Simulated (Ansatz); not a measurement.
The cell is the one relaxed in the Materials Project (mp-570604), not relaxed further here; entries there can be hypothetical.

TaN: DFT, r2SCAN, PAW with Ansatz's default frozen-core files, scalar-relativistic (Ansatz 0.2.0).

Command: `ansatz run input.yaml --threads 1 --pin off --max-ram 4096MiB --backend cpu --events-out ev --progress --plain --runs-dir out` The run took about 38 s on 1 thread of a shared machine.

```yaml
crystal:
  lattice:
    - [2.9217699809, 0.0, 0.0]
    - [-1.4608849905, 2.5303270275, 0.0]
    - [0.0, 0.0, 5.916515]
  atoms:
    - { symbol: Ta, position: [0.0, 0.0, 0.0] }
    - { symbol: Ta, position: [0.0, 0.0, 0.5] }
    - { symbol: "N", position: [0.6666666667, 0.3333333333, 0.75] }
    - { symbol: "N", position: [0.3333333333, 0.6666666667, 0.25] }
kpoints:
  mp_grid: { grid: [13, 13, 6] }
  band_path:
    path:
      - [0.0, 0.0, 0.0]
      - [0.5, 0.0, 0.0]
      - [0.3333333333, 0.3333333333, 0.0]
      - [0.0, 0.0, 0.0]
      - [0.0, 0.0, 0.5]
      - [0.5, 0.0, 0.5]
      - [0.3333333333, 0.3333333333, 0.5]
      - [0.0, 0.0, 0.5]
      - [0.5, 0.0, 0.5]
    npoints: 14
scf:
  occupations: { method: fermi_dirac, width: 0.03 }
hamiltonian:
  xc: r2scan
  pseudopotentials: { kind: paw }
output:
  forces: true
  stress: true
  eigenvalues: true
  efg: { contact_densities: true }
  populations: true
  bader: true
  dos: { projected: true, de: 0.2, e_range: [-14, 8] }
  write_density: true
  write_potential: true
  elf: true
  volumetric_format: npy
```

Output:

```
Ta: output.efg is read without spin–orbit coupling, which moves field gradients at and beside such atoms by some per cent and up to a factor of two; PAW files take it under magnetization.noncollinear and magnetization.spin_orbit
Engine: ansatz 0.2.0
Pseudopotentials: kind: paw
Pseudopotential: Ta, paw, valence charge 13, recommended cutoff 500 eV (meta_gga)
Pseudopotential: N, paw, valence charge 5, recommended cutoff 500 eV (meta_gga)
Functional definition: r2SCAN
  parameter k0 = 0.174
  parameter k1 = 0.065
  parameter a1 = 4.9479
  exchange = r2scan_x(k0 = k0, k1 = k1, a1 = a1)
  correlation = r2scan_c
Crystal: 4 atoms, lattice volume = 43.741 Å³
Basis set: ecut = 500 eV, 1113 PW (Γ), exchange–correlation on 96×96×180 points (64 copies of the dense FFT grid, shifted against one another)
Bands: 22, of which v1, the nominal top of the filled ones, is band 18 counted from 1 (17 counted from 0)
Symmetry: 24 space group operations
Space group: P63/mmc (ITA 194), of the structure as read, at distance tolerance 3.5e-5 Å
k-points: 84 of 1014
Non-local potential: Ta, projectors of the file, l = 0: 3, l = 1: 2, l = 2: 2, l = 3: 1
Non-local potential: N, projectors of the file, l = 0: 2, l = 1: 2, l = 2: 1
PAW form: soft (Blöchl's): semilocal exchange-correlation on the pseudo side does not see the compensation charge
PAW frozen core: Ta, regenerated for the run's functional (the file was generated under x = pbe(κ = 0.804, μ = 0.2195149727645171), c = pbe(β = 0.06672455060314922))
PAW frozen core: N, regenerated for the run's functional (the file was generated under x = pbe(κ = 0.804, μ = 0.2195149727645171), c = pbe(β = 0.06672455060314922))
PAW one-centre angular grid: Ta, 590 points (default); XC on 160 Gauss nodes
PAW one-centre angular grid: N, 302 points (default); XC on 160 Gauss nodes
Initial density: superposition of atomic densities (neutral atoms: chi_scale 0, normalization atom), corrected by the library's trained network
Initial wavefunctions: pseudopotential atomic-orbital guess
Functional: x = r2scan, c = r2scan; τ floored in thin density (d = 2e-4 eV/Å³)
SCF iter   1: F=—  HF=-20662.376008 eV  |F-HF|=—  |Δ(HF+E_count)|=         —  Δρ=9.33e-3  dr2=2.18e-2  dr2_τ=2.18e-1  ethr=1.77e-3  ⟨swp⟩=6.0  Hψ=8787  notcnv=0
preconditioner: auto → Kerker (q_TF=auto, 2.641 Å⁻¹)  [metal: Δε(μ)=0.011 eV  Ē_g=9.916 eV  σ=0.030 eV  W_gap=0.09  n_scr=10 (ndim 8)  ℏωp=25.1 eV  f_vac=0.000  D(μ)=1.23/eV (n_scr^D=4)]
SCF iter   2: F=—  HF=-20662.514424 eV  |F-HF|=—  |Δ(HF+E_count)|=   1.38e-1  Δρ=6.93e-3  dr2=1.74e-2  dr2_τ=6.76e-4  ethr=6.06e-5  ⟨swp⟩=2.1  Hψ=4052  notcnv=0
SCF iter   3: F=—  HF=-20662.514323 eV  |F-HF|=—  |Δ(HF+E_count)|=   1.01e-4  Δρ=3.41e-3  dr2=2.78e-3  dr2_τ=1.10e-3  ethr=4.83e-5  ⟨swp⟩=2.0  Hψ=3022  notcnv=0
SCF iter   4: F=—  HF=-20662.514680 eV  |F-HF|=—  |Δ(HF+E_count)|=   3.57e-4  Δρ=2.32e-3  dr2=2.54e-3  dr2_τ=1.77e-4  ethr=7.71e-6  ⟨swp⟩=2.9  Hψ=3106  notcnv=0
SCF iter   5: F=—  HF=-20662.514246 eV  |F-HF|=—  |Δ(HF+E_count)|=   4.34e-4  Δρ=5.86e-4  dr2=1.53e-4  dr2_τ=9.84e-6  ethr=7.05e-6  ⟨swp⟩=2.0  Hψ=2384  notcnv=0
SCF iter   6: F=—  HF=-20662.514232 eV  |F-HF|=—  |Δ(HF+E_count)|=   1.34e-5  Δρ=1.34e-4  dr2=8.82e-6  dr2_τ=4.53e-7  ethr=4.24e-7  ⟨swp⟩=2.0  Hψ=2438  notcnv=0
SCF iter   7: F=—  HF=-20662.514231 eV  |F-HF|=—  |Δ(HF+E_count)|=   1.35e-6  Δρ=1.68e-5  dr2=1.31e-7  dr2_τ=9.97e-9  ethr=2.45e-8  ⟨swp⟩=2.0  Hψ=2662  notcnv=0
SCF iter   8: F=-20662.514231 eV  HF=-20662.514231 eV  |F-HF|=4.46e-9  |Δ(HF+E_count)|=   3.95e-8  Δρ=4.41e-6  dr2=8.85e-9  dr2_τ=4.97e-10  ethr=2.78e-10  ⟨swp⟩=9.8  Hψ=13008  notcnv=0
SCF 1 converged in 8 iterations: F = -20662.514231 eV  dr2 = 8.85e-9
  greatest PAW one-centre occupation: 0.998 electrons in one spin orbital (limit 2), on the Ta atom at site 1 (counted from 0), in its partial waves of l = 0
NSCF: frozen V_eff on 113 k-points
SCF converged after 8 iterations
Free energy (F): -20662.514231 eV
Harris-Foulkes:  -20662.514231 eV  (|F-HF|=4.46e-9)
Internal energy: -20662.511054 eV  (E = F + TS)
E sigma→0 (E₀):  -20662.512642 eV
Entropy (-TS):   -0.003178 eV (-0.794 meV/atom)
Fermi energy:    19.935184 eV
--- Per-component energies (eV) ---
  E_band       = -144.728420
  E_kinetic    = 1000.677319
  E_local      = -1221.697771  (includes V_loc(G=0)·N_el)
  E_nonlocal   = 119.181805
  E_hartree    = 410.967861
  E_xc         = -530.503479
  E_vxc        = -616.022252  (∫ρ·V_xc dr)
  E_paw        = -17104.015381  (= ΣΔE_a)
  E_vpaw       = -280.760470  (= ΣTr[D̂ρ^β])
  E_aug_tail   = 0.000157  (compensation charges beyond the density's cutoff)
  E_vtau       = 31.955847  (kinetic-family band-sum trace: ∫τ·v_τ [+ j·A + Jᵃ·Aᵃ] dr)
  E_ewald      = -3335.549875
  E_core_change = -1.571690  (= ΣΔE_core)
  E_smearing   = -0.003178  (= −TS)
  E_closure    = 0.000000  (closes the sum)
  Σ components = -20662.514231   (vs F -20662.514231, Δ=0.00e0)
--- Forces (eV/Å), atoms counted from 1 ---
  atom   1  Ta     0.00000000     0.00000000     0.00000000
  atom   2  Ta     0.00000000     0.00000000     0.00000000
  atom   3  N      0.00000000     0.00000000     0.00000000
  atom   4  N     -0.00000000    -0.00000000    -0.00000000
  max |Σ_I F_I| component: 7.40e-17 eV/Å
--- Stress (GPa, compression-positive) ---
       -6.333061      -0.000000      -0.000000
       -0.000000      -6.333061      -0.000000
       -0.000000      -0.000000      -5.197777
  P = ⅓ Tr σ = -5.9546 GPa (-59.546 kbar)
--- PAW observables at the nuclei: V_zz in 10²¹ V/m², potentials from the cell's mean, atoms counted from 1 ---
  atom   1  Ta V_zz =    -9.105504   η = 0.0000   by run symmetry: allowed
            electrostatic potential = -14500.595004 V   contact ρ = 8150653.677271 e/Å³
  atom   2  Ta V_zz =    -9.105504   η = 0.0000   by run symmetry: allowed
            electrostatic potential = -14500.595004 V   contact ρ = 8150653.677271 e/Å³
  atom   3  N  V_zz =    +1.514323   η = 0.0000   by run symmetry: allowed
            electrostatic potential = -529.023437 V   contact ρ = 1411.046369 e/Å³
  atom   4  N  V_zz =    +1.514323   η = 0.0000   by run symmetry: allowed
            electrostatic potential = -529.023437 V   contact ρ = 1411.046369 e/Å³
--- Band table (eV; the first three rows and the last of 84) ---
  k-point 0: bands = ["-50.5214", "-50.4830", "-16.9673", "-16.2017", "-15.9425", "-15.9425", "-15.8811", "-15.8811", "1.3555", "3.6780", "10.2794", "14.8463", "14.8463", "15.4532", "16.1881", "17.7209", "17.7209", "19.7150", "19.7150", "20.5278", "20.5278", "22.3010"]
  k-point 1: bands = ["-50.5189", "-50.4856", "-16.9190", "-16.2563", "-15.9384", "-15.9384", "-15.8852", "-15.8852", "1.4863", "3.4786", "10.5701", "14.6770", "14.9610", "14.9610", "16.9106", "17.2929", "17.2929", "20.1318", "20.1318", "20.6031", "20.6031", "21.7802"]
  k-point 2: bands = ["-50.5118", "-50.4926", "-16.7850", "-16.4028", "-15.9272", "-15.9272", "-15.8965", "-15.8965", "1.8544", "2.9846", "11.3375", "13.5449", "15.2984", "15.2984", "16.5381", "16.5381", "17.9772", "20.5816", "20.7328", "20.7328", "20.7887", "20.7887"]
  k-point 83: bands = ["-50.4050", "-50.4050", "-16.7336", "-16.7336", "-16.5720", "-16.5720", "-16.3475", "-16.3475", "3.6285", "3.6285", "12.5602", "12.5602", "13.5883", "13.5883", "14.2204", "14.2204", "19.3564", "19.3564", "22.3402", "22.3402", "23.5282", "23.5282"]
--- Löwdin populations: 4 sites ---
  site symbol       q [e]
     0     Ta     12.1870
     1     Ta     12.1870
     2      N      5.7387
     3      N      5.7387
  spilling = 0.004130 (of n_electrons = 36.000000)
--- Bader charges: 4 sites ---
  site symbol  charge [e]  shift [e]
     0     Ta      1.7264     0.0019
     1     Ta      1.7264     0.0019
     2      N     -1.7264     0.0019
     3      N     -1.7264     0.0019
  estimated error of the sums over rays = 4.2e-4 e
```

populations.tsv:

```
# site	symbol	l	j	q
# orbitals = lowdin
# n_electrons = 36.000000
# spilling = 0.004130
0	Ta	0_5S	-	1.950486
0	Ta	0_6S	-	0.503164
0	Ta	1_5P	-	5.982595
0	Ta	2_5D	-	3.750751
1	Ta	0_5S	-	1.950486
1	Ta	0_6S	-	0.503164
1	Ta	1_5P	-	5.982595
1	Ta	2_5D	-	3.750751
2	N	0_2S	-	1.512023
2	N	1_2P	-	4.226639
3	N	0_2S	-	1.512023
3	N	1_2P	-	4.226639
```

bader_charges.tsv:

```
# site	symbol	x_ang	y_ang	z_ang	partial_charge_e	electrons	volume_ang3	relative_density_drop	shared_charge_e	partial_wave_shift_e
# quadrature_error_electrons = 4.2e-4
0	Ta	0.0000	0.0000	0.0000	1.72638	71.27362	11.55	-	1.72638	0.00187
1	Ta	0.0000	0.0000	2.9583	1.72638	71.27362	11.55	-	1.72638	0.00187
2	N	1.4609	0.8434	4.4374	-1.72638	8.72638	10.32	-	-1.72638	0.00187
3	N	0.0000	1.6869	1.4791	-1.72638	8.72638	10.32	-	-1.72638	0.00187
```
